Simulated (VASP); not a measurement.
Wanted: the native input for a VASP 6.6.1 run.

| Property | Result |
| --- | --- |
| Task | single point |
| Functional | PBE |
| Potentials or basis | VASP PAW PBE potentials, release 64 (Ti_sv, Al) |
| Cutoff | 520 eV |
| k mesh | 12 × 12 × 12 |
| Occupations | gaussian, width 0.1 eV |
| Spin | no spin polarisation |
| Dipole correction | no |
| Further INCAR settings | ALGO = Fast; EDIFF = 1e-06; NBANDS = 14 |

The structure of TiAl lies in POSCAR:

```
TiAl
1.0
    3.1790640000      0.0000000000      0.0000000000
    0.0000000000      3.1790640000      0.0000000000
    0.0000000000      0.0000000000      3.1790640000
Ti Al
1 1
Direct
    0.0000000000      0.0000000000      0.0000000000
    0.5000000000      0.5141551098      0.5000000000
```

The cell comes from a database or a generator and needn't be the stable form of this composition.

The cell isn't the ideal one: one atom moved.

One way to write it, as run:

INCAR

```
PREC     = Accurate       # precision mode
ENCUT    = 520            # plane-wave cutoff, eV
EDIFF    = 1E-6           # SCF threshold, eV
ISMEAR   = 0              # smearing method
SIGMA    = 0.1            # smearing width, eV
LREAL    = False          # projectors in reciprocal space
LASPH    = True           # aspherical terms in the spheres
NELM     = 100            # most SCF steps
ALGO     = Fast           # electronic algorithm
ISIF     = 2              # what is computed and relaxed
LWAVE    = False          # write WAVECAR
LCHARG   = False          # write CHGCAR
GGA      = PE             # functional
NBANDS   = 14             # bands
```

KPOINTS

```
Automatic mesh
0
Gamma
  12 12 12
```

Potentials or basis: VASP PAW PBE potentials, release 64 (Ti_sv, Al).

Run with:

```console
$ cat potpaw_PBE.64/Ti_sv/POTCAR potpaw_PBE.64/Al/POTCAR > POTCAR
$ mpirun -np 1 vasp_std > vasp.out
```

Results of the run:

| Property | Result |
| --- | --- |
| Pressure | 0.8 GPa |
| Largest force | 0.285 eV/Å |
| Band gap on the k mesh | none (metal or under the smearing width) |

Wall time 35 s on 1 thread of Intel(R) Xeon(R) 6975P-C (Granite Rapids), on a shared host, peak memory 0.2 GiB.
